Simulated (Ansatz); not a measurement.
# NiGe: the cost of one run

Computed with Ansatz 0.2.0 (DFT PBE, scalar-relativistic, plane waves, PAW, unless a step's input says otherwise).

3 further runs of the same task are left out: 1 that didn't finish, 2 set aside as unsound or not needed.

## (1) The system as given

Symmetry: Pnma, No. 62, orthorhombic system. The conventional cell has a = 5.397 Å, b = 3.481 Å, c = 5.846 Å, α = 90.00°, β = 90.00°, γ = 90.00°. Around Ni (site symmetry m) lie 6 Ge at 2.35 to 2.53 Å. Ge (site symmetry m) is surrounded by 6 Ni at 2.35 to 2.53 Å.

Coordinates:

```xyz
8
Lattice="5.3967 0.0000 0.0000 0.0000 3.4809 0.0000 0.0000 0.0000 5.8461" Properties=species:S:1:pos:R:3 pbc="T T T"
Ni    5.3658    2.6107    1.1118
Ni    0.0309    0.8702    4.7343
Ni    2.7292    0.8702    4.0349
Ni    2.6675    2.6107    1.8112
Ge    4.3731    2.6107    3.4342
Ge    1.0236    0.8702    2.4119
Ge    3.7219    0.8702    0.5111
Ge    1.6747    2.6107    5.3349
```

It is the result of an earlier relaxation at this level (volume 13.73 Å³/atom; gap on the mesh: none (metal)).

## (2) The undisturbed cell

input.yaml reads:

```yaml
crystal:
  lattice:
    - [5.3966575032, 0.0, 0.0]
    - [0.0, 3.4808800879, 0.0]
    - [0.0, 0.0, 5.8460821537]
  atoms:
    - { symbol: Ni, position: [0.9942832178, 0.75, 0.1901826721] }
    - { symbol: Ni, position: [0.0057167822, 0.25, 0.8098173279] }
    - { symbol: Ni, position: [0.5057167822, 0.25, 0.6901826721] }
    - { symbol: Ni, position: [0.4942832178, 0.75, 0.3098173279] }
    - { symbol: Ge, position: [0.8103269002, 0.75, 0.5874320993] }
    - { symbol: Ge, position: [0.1896730998, 0.25, 0.4125679007] }
    - { symbol: Ge, position: [0.6896730998, 0.25, 0.0874320993] }
    - { symbol: Ge, position: [0.3103269002, 0.75, 0.9125679007] }
basis:
  ecutwfc: 420
kpoints:
  mp_grid: { grid: [6, 10, 6] }
hamiltonian:
  xc: pbe
scf:
  occupations: { method: gaussian, width: 0.15 }
output:
  forces: true
  stress: true
  eigenvalues: true
  write_density: true
  write_potential: true
  elf: true
  volumetric_format: npy
```

On the command line:

```console
$ ansatz run input.yaml --threads 2 --pin off --max-ram 5120MiB --backend cpu --events-out ev --progress --plain --runs-dir out
```

What time and memory should one allow on 2 threads of Arm Neoverse V2, shared host?

About 31 s, with a peak of 0.81 GiB.
